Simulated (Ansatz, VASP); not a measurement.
## Ta in VASP and in Ansatz

File INCAR:

```
PREC = Accurate ; ENCUT = 600
EDIFF = 1E-6 ; ISMEAR = -1
SIGMA = 0.05 ; LREAL = F
LASPH = T ; NELM = 100
ALGO = Normal ; ISIF = 3
LWAVE = F ; LCHARG = F
GGA = RE ; IBRION = 2
NSW = 80 ; EDIFFG = -0.01
```

The input KPOINTS:

```
regular mesh
0
Gamma
  11 11 11
```

File POSCAR:

```
Ta
1.0
   -1.6512800000      1.6512800000      1.6512800000
    1.6512800000     -1.6512800000      1.6512800000
    1.6512800000      1.6512800000     -1.6512800000
Ta
1
Direct
    0.0000000000      0.0000000000      0.0000000000
```

File input.yaml:

```yaml
crystal:
  lattice:
    - [-1.65128, 1.65128, 1.65128]
    - [1.65128, -1.65128, 1.65128]
    - [1.65128, 1.65128, -1.65128]
  atoms:
    - { symbol: Ta, position: [0.0, 0.0, 0.0] }
kpoints:
  mp_grid: { grid: [11, 11, 11] }
scf:
  occupations: { method: fermi_dirac, width: 0.05 }
hamiltonian:
  xc: revpbe
  pseudopotentials: { kind: all_electron, lapw: { basis_error: 0.001 } }
output:
  forces: true
  stress: true
relax:
  f_tol: 0.01
  max_steps: 60
  cell: {}
```

Alike in both runs: task relaxation of cell and atoms; functional revPBE; k mesh 11 × 11 × 11; occupations fermi-dirac, width 0.05 eV; no spin polarisation.

```csv
,VASP,Ansatz
version,VASP 6.6.1,Ansatz 0.2.0
potentials or method,"VASP PAW PBE potentials, release 64 (Ta_pv)","all-electron LAPW, scalar-relativistic"
plane-wave cutoff (eV),600,see its input
```

VASP gave:

| Item | Value |
| --- | --- |
| relaxed volume (Å³/atom) | 18.50 |
| relaxed cell length with the largest relative difference (Å) | 2.886 |
| energy change over the relaxation (meV/atom) | -8 |

Estimate Ansatz's values.

relaxed volume (Å³/atom): 18.48; relaxed cell length with the largest relative difference (Å): 2.885; energy change over the relaxation (meV/atom): -7.

Ansatz ran all-electron here, so the differences hold the error of VASP's frozen core and of both bases.

Caveats: the PAW data sets were made with another functional, which shifts forces and pressure a little (VASP). The runs have no spin-orbit coupling, so splittings on Ta are missing. Zero-point motion and thermal expansion aren't in these numbers.
